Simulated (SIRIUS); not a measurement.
Bi:

```
Bi
1.0
    -1.98143    1.98143    1.98143
     1.98143   -1.98143    1.98143
     1.98143    1.98143   -1.98143
Bi
1
Direct
  0.00000 0.00000 0.00000
```

This isn't the form of Bi at room conditions, which is rhombohedral.

* Program: SIRIUS 7.10.0
* Task: single point
* Functional: PBEsol
* Potentials or basis: PseudoDojo 0.4.1 PBEsol standard (scalar relativistic)
* Cutoff: 915 eV
* Density cutoff: 3659 eV
* k mesh: 9 × 9 × 9
* Occupations: fermi-dirac, width 0.05 eV
* Spin: no spin polarisation

On this cell: pressure -1.9 GPa; band gap on the k mesh none (metal or under the smearing width).

The same run follows on a disturbed copy (cell strained at random at fixed volume):

```xyz
1
Lattice="-2.0511 1.9323 1.9637 2.0091 -1.9541 1.9436 2.0700 1.9730 -1.9856" Properties=species:S:1:pos:R:3 pbc="T T T"
Bi   -0.0472   -0.0316   -0.0216
```

Problem. What changes?

Solution. The energy (extrapolated to zero smearing) moves by +5.8 meV/atom; pressure -1.9 GPa; band gap on the k mesh none (metal or under the smearing width).

Stress tensor (GPa, compression positive):
```
-2.59 -0.11  0.41
-0.11 -1.52  0.09
 0.41  0.09 -1.54
```

Caveats: spin-orbit coupling is left out, which moves the levels of the heavy elements.
